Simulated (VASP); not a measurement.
Here is a VASP 6.6.1 calculation.

INCAR

```
SYSTEM = Y
PREC = Accurate
ENCUT = 600
EDIFF = 1E-6
ISMEAR = 1
SIGMA = 0.1
LREAL = .False.
LASPH = .True.
NELM = 80
ALGO = Normal
ISIF = 3
LWAVE = .False.
LCHARG = .False.
IBRION = 2
NSW = 90
EDIFFG = -0.01
```

File KPOINTS:

```
Automatic mesh
0
Gamma
  12 12 7
  0 0 0
```

POSCAR

```
Y
1.0
    3.6474000000      0.0000000000      0.0000000000
   -1.8237000000      3.1587410578      0.0000000000
    0.0000000000      0.0000000000      5.7306000000
Y
2
Direct
    0.3333333333      0.6666666667      0.2500000000
    0.6666666667      0.3333333333      0.7500000000
```

Potentials or basis: VASP PAW LDA potentials, release 64 (Y_sv).

The run is started by

```sh
$ cat potpaw_LDA.64/Y_sv/POTCAR > POTCAR
$ mpirun -np 1 vasp_std > vasp.out
```

**Question.** What does it give for the relaxed cell?

**Answer.** a = 3.529 Å, b = 3.529 Å, c = 5.528 Å, α = 90.00°, β = 90.00°, γ = 120.00°.

**Question.** What does it give for the relaxed volume?

**Answer.** 29.82 Å³/atom.

Final structure:
```
CELL_PARAMETERS angstrom
3.52941 0.00000 0.00000
-1.76471 3.05656 0.00000
0.00000 0.00000 5.52832
ATOMIC_POSITIONS crystal
Y 0.33333 0.66667 0.25000
Y 0.66667 0.33333 0.75000
```

LDA usually gives volumes a few per cent too small. Zero-point motion and thermal expansion aren't in these numbers.
